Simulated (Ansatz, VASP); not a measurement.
Two plane-wave programs on Ir

File INCAR:

```
SYSTEM = Ir
PREC     = Accurate       ! precision mode
ENCUT    = 520            ! plane-wave cutoff, eV
EDIFF    = 1E-7           ! SCF threshold, eV
ISMEAR   = -1             ! smearing method
SIGMA    = 0.1            ! smearing width, eV
LREAL    = .FALSE.        ! projectors in reciprocal space
LASPH    = .TRUE.         ! aspherical terms in the spheres
NELM     = 100            ! most SCF steps
ALGO     = Normal         ! electronic algorithm
ISIF     = 2              ! what is computed and relaxed
LWAVE    = .FALSE.        ! write WAVECAR
LCHARG   = .FALSE.        ! write CHGCAR
GGA      = RE             ! functional
NBANDS   = 16             ! bands
```

Contents of KPOINTS:

```
Automatic mesh
0
G
  15 15 8
  0 0 0
```

POSCAR

```
Ir
1.0
    2.8282370423      0.0000000000      0.0000000000
   -1.4141185211      2.4493251265      0.0000000000
    0.0000000000      0.0000000000      4.5864614513
Ir
2
Direct
    0.3333333333      0.6666666667      0.2500000000
    0.6666666667      0.3333333333      0.7500000000
```

Input for Ansatz:

```yaml
crystal:
  lattice:
    - [2.8282370423, 0.0, 0.0]
    - [-1.4141185211, 2.4493251265, 0.0]
    - [0.0, 0.0, 4.5864614513]
  atoms:
    - { symbol: Ir, position: [0.3333333333, 0.6666666667, 0.25] }
    - { symbol: Ir, position: [0.6666666667, 0.3333333333, 0.75] }
hamiltonian:
  xc: revpbe
  pseudopotentials:
    kind: paw
    azcp:
      Ir: "pseudopotentials/Ir.paw.azcp"
basis:
  ecutwfc: 420
  fft_grid_basis: typed
kpoints:
  mp_grid: { grid: [15, 15, 8], shift: [0, 0, 0] }
magnetization:
  spin_polarized: false
scf:
  occupations: { method: fermi_dirac, width: 0.1 }
  lower_state_search: "off"
output:
  stress: true
```

Alike in both runs: task single point; functional revPBE; k mesh 15 × 15 × 8; occupations fermi-dirac, width 0.1 eV; no spin polarisation.

|  | VASP | Ansatz |
| --- | --- | --- |
| version | VASP 6.6.1 | Ansatz 0.2.0 |
| potentials or method | VASP PAW PBE potentials, release 64 (Ir) | plane waves (420 eV) with PAW, scalar-relativistic |
| plane-wave cutoff (eV) | 520 | 420 |
| valence electrons in the cell | 18 | 34 |

|  | VASP | Ansatz | Ansatz less VASP |
| --- | --- | --- | --- |
| pressure (GPa) | -20.7 | -20.9 | -0.23 |
| largest component of the traceless stress (GPa) | 0.39 | 0.42 | +0.024 |

The two sets of potentials don't hold the same shells in valence.

Caveats: so large a pressure means that the cell lies far from this level's equilibrium, or that cutoff or potentials fall short (VASP); the potentials were made for another functional, which shifts forces and pressure (VASP). The runs have no spin-orbit coupling, so splittings on Ir are missing.
